**How far does exchange reach in a PtS2 sheet?**

The computed band gap of a PtS2 sheet depends on how much exact exchange the theory contains, and on the distance over which that exchange acts. PBE contains none. HSE06 and PBE0 both replace a quarter of the PBE exchange by the exact form, HSE06 only at short range and PBE0 at every distance. Hartree-Fock uses exact exchange in full and drops correlation, while LC-wPBE uses it in full at long range and not at all at short range.

Non-magnetic 1T PtS2 monolayer (3 atoms per cell, a = 3.538 Å), computed with Ansatz 0.2.0 using plane waves and PAW. All levels of theory share one r2SCAN-relaxed structure, with a 12×12×1 or 6×6×1 k mesh depending on the level. Gaps are the smallest found over the k mesh and the additional named k points, except for LC-wPBE, whose gap was read on the bare 6×6×1 mesh without those points.

| level of theory | band gap (eV) | least direct gap (eV) |
| --- | --- | --- |
| PBE | 1.826 | 1.948 |
| r2SCAN | 2.046 | 2.185 |
| HSE06 | 2.667 | 2.819 |
| PBE+SOC | 1.772 | 1.855 |
| PBE0 | 3.343 | 3.488 |
| LDA | 1.718 | 1.851 |
| HSE06+SOC | 2.671 | 2.791 |
| Hartree-Fock | ? | ? |
| LC-wPBE | ? | ? |

**(a) Why does exact exchange widen the gap, and how much of the effect comes from long range?**

*Solution.* A semilocal functional such as PBE gives occupied and empty states the same potential. Exact exchange treats them differently. An electron in an occupied state is surrounded by a hole, a region from which exactly one electron's charge is removed, and its energy falls. For an empty state the corresponding charge adds up to zero, so its energy falls much less. In a hybrid, exact exchange replaces part of the PBE exchange, which had lowered both kinds of state. Occupied states end lower, empty ones higher, and the gap opens. From HSE06 to PBE0, for example, the highest occupied level falls by 0.36 eV and the lowest empty one rises by 0.31 eV.

To separate the ranges, the Coulomb repulsion $1/r$ is split, and its long-range part is $\mathrm{erf}(\omega r)/r$. A larger $\omega$ moves more of the repulsion into this part. Two limits fix its effect:

- For small $\omega$ it is nearly constant across the hole, with the value $2\omega/\sqrt{\pi}$. Exact exchange then lowers occupied states by that amount and leaves empty ones alone, while the PBE exchange it replaces shifts both alike. The gap widens in proportion to $\omega$.
- For large $\omega$ it becomes the whole repulsion and gives the whole widening.

A Gaussian hole joins the limits. The long-range share of the widening is then

$$S(\omega)=\frac{\omega}{\sqrt{\omega^2+w^2}},$$

where $w$ is larger for a more compact hole.

From PBE to PBE0 the gap grows by 1.517 eV, of which 0.676 eV appears only between HSE06 and PBE0. The long-range share is therefore 45 %. With the usual HSE06 value $\omega=0.11$ per bohr, assumed here, this gives $w=0.22$ per bohr.

**(b) Predict the gaps in Hartree-Fock and LC-wPBE.**

*Solution.* Suppose the widening grows in proportion to the admixed exchange. A quarter gives 1.517 eV, so the full amount gives $4\times1.517=6.07$ eV, and the straight line puts Hartree-Fock at 7.9 eV. More exchange also contracts the orbitals and makes the bonds more polar, which can bend the line upwards. I add 0.4 eV for this, a judgement of size, and forecast **8.3 ± 0.9 eV**.

For LC-wPBE the usual value is $\omega=0.40$ per bohr, well above $w$. The long-range part then already covers most of the hole:

$$S=\frac{0.40}{\sqrt{0.40^2+0.221^2}}\approx0.875,\qquad 1.826+0.875\times6.068\approx7.1\ \text{eV}.$$

The same bending would raise this value. A real hole with several lengths would lower it, because its compact core needs a larger $\omega$. I let the two cancel and forecast **7.1 ± 0.9 eV**.

The order should thus be Hartree-Fock > LC-wPBE > PBE0, with LC-wPBE nearer to Hartree-Fock. Both gaps should stay indirect on the sampled points, with the least direct gap at most 0.5 eV wider.

The error bars are judgements too. They allow for the assumed $\omega$: with 0.30 per bohr, the LC-wPBE estimate would drop to 6.7 eV. They also allow for the k mesh, on which long-range exchange converges slowly in a sheet. PBE was run on a 12×12×1 mesh, HSE06 and PBE0 on 6×6×1. The step from PBE to the hybrids therefore mixes two meshes. The step between the hybrids does not, but its long-range exchange may not be converged on the coarser mesh. The LC-wPBE forecast also makes no correction for the k points missing from that run. Without them the HSE06 and PBE0 gaps would each be about 0.3 eV wider.

**(c) Compare the forecasts with the computed gaps. Which part of the reasoning holds, and which fails?**

The withheld rows as computed:

| level of theory | band gap (eV) | least direct gap (eV) |
| --- | --- | --- |
| Hartree-Fock | 8.404 | 8.783 |
| LC-wPBE | 7.480 | 7.627 |

*Solution.* Both gaps lie within their ranges, and the order and the indirect character are as forecast. Hartree-Fock comes out 0.10 eV above its forecast. The straight line alone would have been 0.51 eV too low. The upward correction therefore helped, though a miss of that size would still have been within the error bar. Orbital response could account for its direction, but Hartree-Fock also drops the PBE correlation, and these numbers do not separate the two effects.

LC-wPBE lies 0.38 eV above its forecast, but most of this miss probably comes from the k points. Its gap was read on the bare mesh, which misses the band edges. On the same bare mesh the Hartree-Fock gap is 8.72 eV instead of 8.40 eV, and the HSE06 and PBE0 gaps also widen by about 0.3 eV. With a similar correction LC-wPBE would come to about 7.2 eV, only 0.1 eV above its forecast.

The long-range share, however, then fits less well. Taken straight from the tables, the LC-wPBE widening over PBE is 86 % of the Hartree-Fock widening, close to the model's 88 %. On like sampling it is only about 81 %. For the assumed $\omega$, the model thus seems to give the long range too large a share, as expected if a real hole has several lengths, though the Hartree-Fock widening also contains the loss of correlation. The straight line, in turn, puts the full widening too low. These are the two errors that I let cancel, and they nearly do. That conclusion rests on an estimated correction, not on an LC-wPBE run with the missing points.

The model passes exactly through PBE, HSE06 and PBE0, which set its three constants, so those rows do not test the fit. The limit of small $\omega$ offers a test beyond the two predicted rows. It ties $w$ to the full widening, and PBE and PBE0 alone then foretell an HSE06 gap of 2.605 eV, 0.06 eV below the computed one. All these comparisons test how one calculation follows from another, and a mesh error shared by the levels with long-range exchange could pass unseen in the two predicted rows. The levels compared here also leave out spin-orbit coupling; with it, the PBE gap in the table is 0.05 eV smaller and the HSE06 gap almost unchanged.

For practical use, the percentage of exact exchange alone does not fix the gap. HSE06 and PBE0 share the same percentage, yet their gaps differ by 0.676 eV. LC-wPBE has no exact exchange at short range, but the full amount at long range puts its gap 3.8 eV above that of PBE0 when both are read on the bare mesh. In a real sheet the other electrons partly screen the exchange, and Hartree-Fock and LC-wPBE leave that screening out. Their gaps should therefore not be read as the energy needed to create carriers in the sheet.

The analysis program printed:

```
fit of rung_band_gap on 3 rows (inmod > 0): constant 1.826 +/- 6.2e-16, coefficient of xx 6.068 +/- 3.8e-15; rms 3.85e-16, worst PBE 6.66e-16, leave-one-out rms 6.41e-16
  rows outside the fit (model, value, miss): r2SCAN 1.826, 2.046, -0.22; PBE+SOC 1.826, 1.772, 0.054; LDA 1.826, 1.718, 0.108; HSE06+SOC 2.667, 2.671, -0.004; Hartree-Fock 7.894, 8.404, -0.51; LC-wPBE 7.137, 7.48, -0.343
HSE06 less PBE gap [eV]: 0.841
PBE0 less HSE06 gap [eV]: 0.676
PBE0 less PBE gap [eV]: 1.517
long-range share of the PBE0 step [%]: 44.56
widening for full exact exchange on the straight line [eV]: 6.068
width parameter w from the HSE06 and PBE0 split [per bohr]: 0.221
model share of the full widening kept by LC-wPBE [%]: 87.53
HSE06 gap foretold from PBE and PBE0 alone [eV]: 2.605
that HSE06 forecast less the computed gap [eV]: -0.06179
LC-wPBE gap with w from the full hole energy [eV]: 7.266
LC-wPBE gap if its range parameter were 0.30 per bohr [eV]: 6.712
Hartree-Fock computed gap less forecast 8.3 [eV]: 0.104
LC-wPBE computed gap less forecast 7.1 [eV]: 0.38
Hartree-Fock less LC-wPBE computed gap [eV]: 0.924
LC-wPBE less PBE0 computed gap [eV]: 4.137
computed LC-wPBE widening over PBE as share of the Hartree-Fock one [%]: 85.95
smallest direct less indirect gap in known rows [eV]: 0.083
largest direct less indirect gap in known rows [eV]: 0.152
direct less indirect gap in Hartree-Fock [eV]: 0.379
direct less indirect gap in LC-wPBE [eV]: 0.147
PBE gap change with spin-orbit coupling [eV]: -0.054
HSE06 gap change with spin-orbit coupling [eV]: 0.004
```
